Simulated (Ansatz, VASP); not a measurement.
## Two plane-wave programs on As

File INCAR:

```
SYSTEM = As
PREC     = Accurate       ! precision mode
ENCUT    = 600            ! plane-wave cutoff, eV
EDIFF    = 1E-6           ! SCF threshold, eV
ISMEAR   = -1             ! smearing method
SIGMA    = 0.05           ! smearing width, eV
LREAL    = .False.        ! projectors in reciprocal space
LASPH    = .True.         ! aspherical terms in the spheres
NELM     = 60             ! most SCF steps
ALGO     = Normal         ! electronic algorithm
ISIF     = 2              ! what is computed and relaxed
LWAVE    = .False.        ! write WAVECAR
LCHARG   = .False.        ! write CHGCAR
GGA      = PE             ! functional
```

KPOINTS

```
regular mesh
0
Gamma
  10 10 10
  0 0 0
```

File POSCAR:

```
As
1.0
    2.7036817444      0.0000000000      0.0000000000
    0.0000000000      2.7036817444      0.0000000000
    0.0000000000      0.0000000000      2.7036817444
As
1
Direct
    0.5000000000      0.5000000000      0.5000000000
```

Contents of KPOINTS_OPT:

```
path GXMGRX,MR
10
line-mode
reciprocal
 0.0000000000  0.0000000000  0.0000000000  G
 0.0000000000  0.5000000000  0.0000000000  X

 0.0000000000  0.5000000000  0.0000000000  X
 0.5000000000  0.5000000000  0.0000000000  M

 0.5000000000  0.5000000000  0.0000000000  M
 0.0000000000  0.0000000000  0.0000000000  G

 0.0000000000  0.0000000000  0.0000000000  G
 0.5000000000  0.5000000000  0.5000000000  R

 0.5000000000  0.5000000000  0.5000000000  R
 0.0000000000  0.5000000000  0.0000000000  X

 0.5000000000  0.5000000000  0.0000000000  M
 0.5000000000  0.5000000000  0.5000000000  R
```

Contents of input.yaml:

```yaml
crystal:
  lattice:
    - [2.7036817444, 0.0, 0.0]
    - [0.0, 2.7036817444, 0.0]
    - [0.0, 0.0, 2.7036817444]
  atoms:
    - { symbol: As, position: [0.5, 0.5, 0.5] }
hamiltonian:
  xc: pbe
  pseudopotentials: { kind: paw }
kpoints:
  mp_grid: { grid: [10, 10, 10] }
  band_path:
    path:
      - [[0.0, 0.0, 0.0], [0.0, 0.5, 0.0], [0.5, 0.5, 0.0], [0.0, 0.0, 0.0], [0.5, 0.5, 0.5], [0.0, 0.5, 0.0]]
      - [[0.5, 0.5, 0.0], [0.5, 0.5, 0.5]]
    npoints: 14
scf:
  occupations: { method: fermi_dirac, width: 0.05 }
  n_extra_bands: 6
output:
  forces: true
  stress: true
  eigenvalues: true
  fatbands: false
  write_density: true
  write_potential: true
  elf: true
  volumetric_format: npy
```

This isn't the form of As at room conditions, which is rhombohedral.

Alike in both runs: task band structure; functional PBE; k mesh 10 × 10 × 10; occupations fermi-dirac, width 0.05 eV; no spin polarisation.

|  | VASP | Ansatz |
| --- | --- | --- |
| version | VASP 6.6.1 | Ansatz 0.2.0 |
| potentials or method | VASP PAW PBE potentials, release 54 (As) | Ansatz PAW |
| plane-wave cutoff (eV) | 600 | 420 |
| valence electrons in the cell | 5 | 15 |

Ansatz gave:

| Item | Value |
| --- | --- |
| gap on the k mesh at the Fermi level (eV) | none |
| pressure (GPa) | 2.2 |

Q: Which values does VASP return?

A: gap on the k mesh at the Fermi level (eV): none; pressure (GPa): 2.4.

A gap of «none» marks a metal or a gap that the smearing closes. The two sets of potentials don't hold the same shells in valence.
